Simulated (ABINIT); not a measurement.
# C (Fd-3m) in ABINIT: notebook

One crystal, C, is run at these levels: BP86; tasks: equation of state, band structure.

Everything below comes from runs of ABINIT 10.8.3 (patched build). Logs are shortened: lines on timing, memory, paths and dates and some standing lists are left out, and cuts for length are marked. The log counts tension as positive stress, the text compression.

**The experiment to reproduce.**

“Equation of state of cubic boron nitride at high pressures and temperatures”, 2007, arxiv:cond-mat/0702656 quotes, for a bulk crystal of C: bulk modulus 444.8 ± 0.8 GPa.

The runs below are set against these values where they give the same quantity.

## (1) Starting point

The structure is cubic, space group Fd-3m (No. 227). The conventional cell has a = 3.567 Å, b = 3.567 Å, c = 3.567 Å, α = 90.00°, β = 90.00°, γ = 90.00°. C (site symmetry -43m) has 4 C at 1.54 Å as nearest neighbours.

This isn't the form of C at room conditions, which is graphite.

## (2) Equation of state, BP86

Contents of run.abi:

```
ndtset 7
getwfk -1
scalecart1 3*0.9795861087
scalecart2 3*0.9864848297
scalecart3 3*0.9932883884
scalecart4 3*1.0000000000
scalecart5 3*1.0066227096
scalecart6 3*1.0131594038
scalecart7 3*1.0196128224

pp_dirpath "./"
pseudos "C.GGA_PBE-JTH.xml"

acell 4.7660140852 4.7660140852 4.7660140852
rprim
     0.0000000000     0.7071067812     0.7071067812
     0.7071067812     0.0000000000     0.7071067812
     0.7071067812     0.7071067812     0.0000000000
ntypat 1
znucl 6
natom 2
typat 1 1
xred
     0.7500000000     0.7500000000     0.7500000000
     0.5000000000     0.5000000000     0.5000000000

ecut 20.0
pawecutdg 40.0

kptopt 1
ngkpt 13 13 13
nshiftk 1
shiftk 0.0 0.0 0.0

ixc -106132

nband 8
occopt 3
tsmear 0.05 eV

nstep 100
tolvrs 1.0e-9

iomode 3
prtwf 1
prtden 0
prteig 0
prtebands 0
enunit 2
```

Potentials or basis: JTH PAW PBE v2.0.

Launch:

```bash
abinit run.abi > log 2>&1
```

run.abo:

```text
.Version 10.8.3 of ABINIT
 DATASET    1 : space group Fd -3 m (#227); Bravais cF (face-center cubic)
================================================================================
 Values of the parameters that define the memory need for DATASET  1.
     intxc =       0    ionmov =       0      iscf =      17    lmnmax =       8
     lnmax =       4     mgfft =      20  mpssoang =       2    mqgrid =    3001
     natom =       2  nloc_mem =       2    nspden =       1   nspinor =       1
    nsppol =       1      nsym =      48    n1xccc =       1    ntypat =       1
    occopt =       3   xclevel =       2
       mpw =         322          nfft =        8000          nkpt =          84
 PAW method is used; the additional fine FFT grid is defined by:
   mgfftf=        30    nfftf =     27000
================================================================================
================================================================================
[... 71 lines left out ...]
 DATASET    7 : space group Fd -3 m (#227); Bravais cF (face-center cubic)
================================================================================
 Values of the parameters that define the memory need for DATASET  7.
     intxc =       0    ionmov =       0      iscf =      17    lmnmax =       8
     lnmax =       4     mgfft =      20  mpssoang =       2    mqgrid =    3001
     natom =       2  nloc_mem =       2    nspden =       1   nspinor =       1
    nsppol =       1      nsym =      48    n1xccc =       1    ntypat =       1
    occopt =       3   xclevel =       2
       mpw =         356          nfft =        8000          nkpt =          84
 PAW method is used; the additional fine FFT grid is defined by:
   mgfftf=        30    nfftf =     27000
================================================================================
================================================================================

--------------------------------------------------------------------------------
------------- Echo of variables that govern the present computation ------------
--------------------------------------------------------------------------------
 -outvars: echo values of preprocessed input variables --------
            acell      4.7660140852E+00  4.7660140852E+00  4.7660140852E+00 Bohr
              amu      1.20110000E+01
             ecut      2.00000000E+01 Hartree
           enunit           2
           getwfk          -1
                       outvar_i_n : Printing only first  50 k-points.
              ixc     -106132
           jdtset        1    2    3    4    5    6    7
                       outvar_i_n : Printing only first  50 k-points.
         kptrlatt       13    0    0      0   13    0      0    0   13
          kptrlen1     6.06933755E+01
          kptrlen2     6.11208077E+01
          kptrlen3     6.15423438E+01
          kptrlen4     6.19581831E+01
          kptrlen5     6.23685142E+01
          kptrlen6     6.27735159E+01
          kptrlen7     6.31733580E+01
            natom           2
            nband           8
           ndtset           7
            ngfft          20      20      20
[... 68 lines left out ...]
                       5.0000000000E-01  5.0000000000E-01  5.0000000000E-01
            znucl        6.00000

================================================================================

 chkinp: Checking input parameters for consistency, jdtset=   1.

 chkinp: Checking input parameters for consistency, jdtset=   2.
[... 39 lines left out ...]
 getcut : COMMENT -
  Note that boxcut > 2.2 ; recall that boxcut=Gcut(box)/Gcut(sphere) = 2
  is sufficient for exact treatment of convolution.
  Such a large boxcut is a waste : you could raise ecut
  e.g. ecut=   51.052900 Hartrees makes boxcut=2

--- Pseudopotential description ------------------------------------------------
- pspini: atom type   1  psp file is ./C.GGA_PBE-JTH.xml
 Pseudopotential format is: paw10
 basis_size (lnmax)=  4 (lmn_size=  8), orbitals=   0   0   1   1
 Spheres core radius: rc_sph= 1.50736703
 Shapefunction is SIN type: shapef(r)=[sin(pi*r/rshp)/(pi*r/rshp)]**2
 Radius for shape functions =  1.30052589
 Compensation charge density is not taken into account in XC energy/potential

   6.99883411E+01                                ecore*ucvol(ha*bohr**3)
--------------------------------------------------------------------------------

[... 1246 lines left out ...]
-Cartesian components of stress tensor (GPa)         [Pressure= -1.9050E+01 GPa]
- sigma(1 1)=  1.90495725E+01  sigma(3 2)=  0.00000000E+00
- sigma(2 2)=  1.90495725E+01  sigma(3 1)=  0.00000000E+00
- sigma(3 3)=  1.90495725E+01  sigma(2 1)=  0.00000000E+00

== END DATASET(S) ==============================================================
================================================================================

 -outvars: echo values of variables after computation  --------
            acell      4.7660140852E+00  4.7660140852E+00  4.7660140852E+00 Bohr
           etotal1    -1.1464455487E+01
           etotal2    -1.1466000320E+01
           etotal3    -1.1466966801E+01
           etotal4    -1.1467425653E+01
           etotal5    -1.1467424322E+01
           etotal6    -1.1466997830E+01
           etotal7    -1.1466194372E+01
            fcart1     0.0000000000E+00  8.1563563914E-29 -8.1563563914E-29
                       0.0000000000E+00 -8.1563563914E-29  8.1563563914E-29
            fcart2    -4.0496585340E-28 -8.0993170681E-29  1.0529112189E-27
                       4.0496585340E-28  8.0993170681E-29 -1.0529112189E-27
            fcart3    -2.6544673822E-27  1.0456992718E-27  8.8482246074E-28
                       2.6544673822E-27 -1.0456992718E-27 -8.8482246074E-28
            fcart4    -9.5878241023E-28  3.1959413674E-28  3.1959413674E-28
                       9.5878241023E-28 -3.1959413674E-28 -3.1959413674E-28
            fcart5    -1.2699659314E-27  6.3498296570E-28  1.2699659314E-27
                       1.2699659314E-27 -6.3498296570E-28 -1.2699659314E-27
[... 38 lines left out ...]
                       0.0000000000E+00  0.0000000000E+00  0.0000000000E+00
           xangst1     2.6204467163E+00  2.6204467163E+00  2.6204467163E+00
                       1.7469644775E+00  1.7469644775E+00  1.7469644775E+00
           xangst2     2.6389011744E+00  2.6389011744E+00  2.6389011744E+00
                       1.7592674496E+00  1.7592674496E+00  1.7592674496E+00
           xangst3     2.6571010681E+00  2.6571010681E+00  2.6571010681E+00
                       1.7714007121E+00  1.7714007121E+00  1.7714007121E+00
           xangst4     2.6750549982E+00  2.6750549982E+00  2.6750549982E+00
                       1.7833699988E+00  1.7833699988E+00  1.7833699988E+00
           xangst5     2.6927711107E+00  2.6927711107E+00  2.6927711107E+00
                       1.7951807404E+00  1.7951807404E+00  1.7951807404E+00
           xangst6     2.7102571271E+00  2.7102571271E+00  2.7102571271E+00
                       1.8068380848E+00  1.8068380848E+00  1.8068380848E+00
           xangst7     2.7275203768E+00  2.7275203768E+00  2.7275203768E+00
                       1.8183469179E+00  1.8183469179E+00  1.8183469179E+00
             xred      7.5000000000E-01  7.5000000000E-01  7.5000000000E-01
                       5.0000000000E-01  5.0000000000E-01  5.0000000000E-01
 Calculation completed.
```

It took 31 s on 1 thread of Arm Neoverse V2, shared host; peak memory 0.12 GiB.

Results:

* Equilibrium volume: 5.73 Å³/atom
* Bulk modulus: 428 GPa
* Pressure derivative of the bulk modulus: 4.1

Energy against volume, from the lowest point:
| volume (Å³/atom) | energy (meV/atom) |
| --- | --- |
| 5.332 | 40.41 |
| 5.445 | 19.39 |
| 5.558 | 6.24 |
| 5.672 | 0.00 |
| 5.785 | 0.02 |
| 5.899 | 5.82 |
| 6.012 | 16.75 |

Caveat: pressures at fixed basis lie under the slope of the energies; the PAW data sets were made with another functional, which shifts forces and pressure a little; the atomic spheres overlap.

## (3) Band structure, BP86

Contents of run.abi:

```
# Datasets: ground state, then fixed potential
ndtset 2

# Pseudopotentials
pp_dirpath "./"
pseudos "C.GGA_PBE-JTH.xml"

# Structure
acell 3*1.0
rprim
     0.0000000000     3.3700808789     3.3700808789
     3.3700808789     0.0000000000     3.3700808789
     3.3700808789     3.3700808789     0.0000000000
ntypat 1
znucl 6
natom 2
typat 1 1
xcart
     2.6750550000     2.6750550000     2.6750550000
     1.7833700000     1.7833700000     1.7833700000 Angstrom

# Plane-wave basis
ecut 20.0
pawecutdg 40.0

# Exchange and correlation
ixc -106132

# Bands and occupations
occopt 3
tsmear 0.05 eV

# SCF cycle
nstep 100

# Output
iomode 3
prtwf 0
prteig 0
prtebands 0
enunit 2
prtden1 1
prtvha1 1
prtvclmb1 1
prtpot1 1

# Dataset 1
kptopt1 1
ngkpt1 13 13 13
nshiftk1 1
shiftk1 0.0 0.0 0.0
nband1 8
tolvrs1 1.0e-9

# Dataset 2: bands along G-X-W-K-G-L-U-W-L-K
iscf2 -2
getden2 1
nband2 12
nbdbuf2 2
tolwfr2 1.0e-12
kptopt2 -9
ndivsm2 5
prteig2 1
prtvol2 -3
kptbounds2
     0.0000000000     0.0000000000     0.0000000000
     0.5000000000     0.0000000000     0.5000000000
     0.5000000000     0.2500000000     0.7500000000
     0.3750000000     0.3750000000     0.7500000000
     0.0000000000     0.0000000000     0.0000000000
     0.5000000000     0.5000000000     0.5000000000
     0.6250000000     0.2500000000     0.6250000000
     0.5000000000     0.2500000000     0.7500000000
     0.5000000000     0.5000000000     0.5000000000
     0.3750000000     0.3750000000     0.7500000000
```

Potentials or basis: JTH PAW PBE v2.0.

Launch:

```bash
abinit run.abi > log 2>&1
```

run.abo:

```text
.Version 10.8.3 of ABINIT
 DATASET    1 : space group Fd -3 m (#227); Bravais cF (face-center cubic)
================================================================================
 Values of the parameters that define the memory need for DATASET  1.
     intxc =       0    ionmov =       0      iscf =      17    lmnmax =       8
     lnmax =       4     mgfft =      20  mpssoang =       2    mqgrid =    3001
     natom =       2  nloc_mem =       2    nspden =       1   nspinor =       1
    nsppol =       1      nsym =      48    n1xccc =       1    ntypat =       1
    occopt =       3   xclevel =       2
       mpw =         335          nfft =        8000          nkpt =          84
 PAW method is used; the additional fine FFT grid is defined by:
   mgfftf=        30    nfftf =     27000
================================================================================
================================================================================

 DATASET    2 : space group Fd -3 m (#227); Bravais cF (face-center cubic)
================================================================================
 Values of the parameters that define the memory need for DATASET  2.
     intxc =       0    ionmov =       0      iscf =      -2    lmnmax =       8
     lnmax =       4     mgfft =      20  mpssoang =       2    mqgrid =    3001
     natom =       2  nloc_mem =       2    nspden =       1   nspinor =       1
    nsppol =       1      nsym =      48    n1xccc =       1    ntypat =       1
    occopt =       3   xclevel =       2
       mpw =         335          nfft =        8000          nkpt =          87
 PAW method is used; the additional fine FFT grid is defined by:
   mgfftf=        30    nfftf =     27000
================================================================================
================================================================================

--------------------------------------------------------------------------------
------------- Echo of variables that govern the present computation ------------
[... 1045 lines left out ...]
  -0.11786   -0.04969    0.03718    0.18608    0.59247    0.80693    0.88186    0.93271
   1.04440    1.27465    1.30402    1.61907
 kpt#  87, nband= 12, wtk=  1.00000, kpt=  0.3750  0.3750  0.7500 (reduced coord)
  -0.10261   -0.05660    0.03319    0.17757    0.58404    0.76982    0.90243    0.94812
   1.06146    1.26984    1.32745    1.63212
 Eigenvalues (   eV  ) for nkpt=  87  k points:
 kpt#   1, nband= 12, wtk=  1.00000, kpt=  0.0000  0.0000  0.0000 (reduced coord)
 -11.26896   10.16777   10.16777   10.16777   15.80054   15.80054   15.80054   23.45000
  29.48639   36.85142   36.85142   37.78506
 kpt#   2, nband= 12, wtk=  1.00000, kpt=  0.0357  0.0000  0.0357 (reduced coord)
 -11.22186    9.97411    9.97411   10.05120   15.76258   16.03489   16.03489   23.48826
  29.57061   35.19128   36.91117   37.89569
 kpt#   3, nband= 12, wtk=  1.00000, kpt=  0.0714  0.0000  0.0714 (reduced coord)
 -11.08068    9.47419    9.47419    9.71159   15.65379   16.65626   16.65626   23.56344
  29.81556   33.25753   37.09050   38.22675
 kpt#   4, nband= 12, wtk=  1.00000, kpt=  0.1071  0.0000  0.1071 (reduced coord)
 -10.84580    8.81263    8.81263    9.17494   15.48799   17.51821   17.51821   23.55447
  30.19951   31.61846   37.38925   38.77537
 kpt#   5, nband= 12, wtk=  1.00000, kpt=  0.1429  0.0000  0.1429 (reduced coord)
 -10.51784    8.09391    8.09391    8.47299   15.28439   18.51319   18.51319   23.27638
  30.48295   30.68988   37.80735   39.53517
 kpt#   6, nband= 12, wtk=  1.00000, kpt=  0.1786  0.0000  0.1786 (reduced coord)
 -10.09774    7.37739    7.37739    7.63637   15.06417   19.57816   19.57816   22.59965
[... 230 lines left out ...]
  -4.57752   -2.22048    3.78348    6.06344   17.16624   21.49775   22.42966   24.83074
  29.08240   34.66387   35.08652   40.01165
 kpt#  84, nband= 12, wtk=  1.00000, kpt=  0.4167  0.4167  0.6667 (reduced coord)
  -4.17408   -1.85956    2.70764    5.69295   16.76697   22.40222   23.42070   24.09430
  28.60417   34.72176   35.00746   41.56418
 kpt#  85, nband= 12, wtk=  1.00000, kpt=  0.4028  0.4028  0.6944 (reduced coord)
  -3.70934   -1.51635    1.71567    5.35429   16.41490   22.96897   23.25938   24.58970
  28.36205   34.73558   35.12270   43.02553
 kpt#  86, nband= 12, wtk=  1.00000, kpt=  0.3889  0.3889  0.7222 (reduced coord)
  -3.20718   -1.35200    1.01159    5.06343   16.12193   21.95781   23.99675   25.38024
  28.41965   34.68500   35.48432   44.05705
 kpt#  87, nband= 12, wtk=  1.00000, kpt=  0.3750  0.3750  0.7500 (reduced coord)
  -2.79229   -1.54005    0.90327    4.83183   15.89260   20.94776   24.55640   25.79963
  28.88373   34.55407   36.12173   44.41234

== END DATASET(S) ==============================================================
================================================================================

 -outvars: echo values of variables after computation  --------
            acell      1.0000000000E+00  1.0000000000E+00  1.0000000000E+00 Bohr
           etotal1    -1.1467425653E+01
            fcart1     1.1984780128E-28  1.9974633547E-28 -3.5954340384E-28
                      -1.1984780128E-28 -1.9974633547E-28  3.5954340384E-28
            rprim      0.0000000000E+00  3.3700808789E+00  3.3700808789E+00
                       3.3700808789E+00  0.0000000000E+00  3.3700808789E+00
                       3.3700808789E+00  3.3700808789E+00  0.0000000000E+00
           strten1    -1.3669700625E-04 -1.3669700625E-04 -1.3669700625E-04
                       0.0000000000E+00  0.0000000000E+00  0.0000000000E+00
           xangst      2.6750549997E+00  2.6750549997E+00  2.6750549997E+00
                       1.7833700003E+00  1.7833700003E+00  1.7833700003E+00
             xred      7.5000000042E-01  7.5000000042E-01  7.5000000042E-01
                       5.0000000042E-01  5.0000000042E-01  5.0000000042E-01
 Calculation completed.
```

Wall time 9.2 s (1 thread of Arm Neoverse V2, shared host); peak memory 0.11 GiB.

Results:

| Quantity | Value |
| --- | --- |
| Free energy | -312.0445 eV |
| Pressure | 4.0 GPa |
| Band gap on the k mesh | 4.19 eV, indirect (least direct gap 5.63 eV) |
| Band gap along the path | 4.17 eV, indirect (least direct gap 5.63 eV) |

Levels at the corners of the path, in eV from the valence-band top:
```csv
point,band 1,band 2,band 3,band 4,band 5,band 6,band 7,band 8
Γ,-21.44,0.00,0.00,0.00,5.63,5.63,5.63,13.28
X,-12.74,-12.74,-6.27,-6.27,4.81,4.81,16.82,16.82
W,-11.96,-11.96,-8.28,-8.28,10.67,10.67,12.33,12.33
K,-12.96,-11.71,-9.26,-5.34,5.72,10.78,14.39,15.63
Γ,-21.44,0.00,0.00,0.00,5.63,5.63,5.63,13.28
L,-15.68,-13.32,-2.79,-2.79,8.51,8.51,8.84,15.74
U,-12.96,-11.71,-9.26,-5.34,5.72,10.78,14.39,15.63
W,-11.96,-11.96,-8.28,-8.28,10.67,10.67,12.33,12.33
L,-15.68,-13.32,-2.79,-2.79,8.51,8.51,8.84,15.74
K,-12.96,-11.71,-9.26,-5.34,5.72,10.78,14.39,15.63
```

Caveat: the PAW data sets were made with another functional, which shifts forces and pressure a little; the atomic spheres overlap.

## (4) Comparison with measurements

Step 2. Measured bulk modulus of C: 444.8 GPa (quoted in “Equation of state of cubic boron nitride at high pressures and temperatures”, 2007, arxiv:cond-mat/0702656). This calculation gives 428 GPa (-3.8 %). 3 values of this kind are on record (442 to 444.8 GPa); this one was drawn at random among those near their median, those with a stated uncertainty first. The fit is for a static lattice scaled at fixed shape and fixed fractional positions. The cell as given is a measured one (5.67 Å³/atom); BP86 puts the equilibrium volume +1.0 % from it, thermal expansion not counted.
